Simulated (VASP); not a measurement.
Write the native input for VASP 6.6.1 that does the following.

* Task: single point
* Functional: LDA
* Potentials or basis: VASP PAW LDA potentials, release 64 (In_d, H)
* Cutoff: 520 eV
* k mesh: 6 × 6 × 6
* Occupations: gaussian, width 0.05 eV
* Spin: no spin polarisation
* Dipole correction: no
* Further INCAR settings: ALGO = Normal; EDIFF = 1e-06; NBANDS = 14

The structure of InH lies in POSCAR:

```
InH
1.0
    3.0544658225      0.0000000000      0.0000000000
    0.0000000000      3.0544658225      0.0000000000
    0.0000000000      0.0000000000      3.0544658225
In H
1 1
Direct
    0.0000000000      0.0000000000      0.0000000000
    0.5000000000      0.5000000000      0.5000000000
```

The cell comes from a database or a generator and needn't be the stable form of this composition.

These files were run (other wordings do the same):

INCAR

```
ALGO = Normal ; EDIFF = 1E-6
ENCUT = 520 ; ISIF = 2
ISMEAR = 0 ; LASPH = True
LCHARG = False ; LREAL = False
LWAVE = False ; NBANDS = 14
NELM = 80 ; PREC = Accurate
SIGMA = 0.05
```

KPOINTS

```
k-points
0
Gamma
  6 6 6
```

Potentials or basis: VASP PAW LDA potentials, release 64 (In_d, H).

Run with:

```bash
$ cat potpaw_LDA.64/In_d/POTCAR potpaw_LDA.64/H/POTCAR > POTCAR
$ mpirun -np 1 vasp_std > vasp.out
```

It gave:

```yaml
Pressure: -0.2 GPa
Band_gap_on_the_k_mesh: none (metal or under the smearing width)
```

Wall time 4.7 s on 1 thread of Intel(R) Xeon(R) Platinum 8259CL CPU @ 2.50GHz (Skylake/Cascade Lake), on a shared host, peak memory 0.12 GiB.
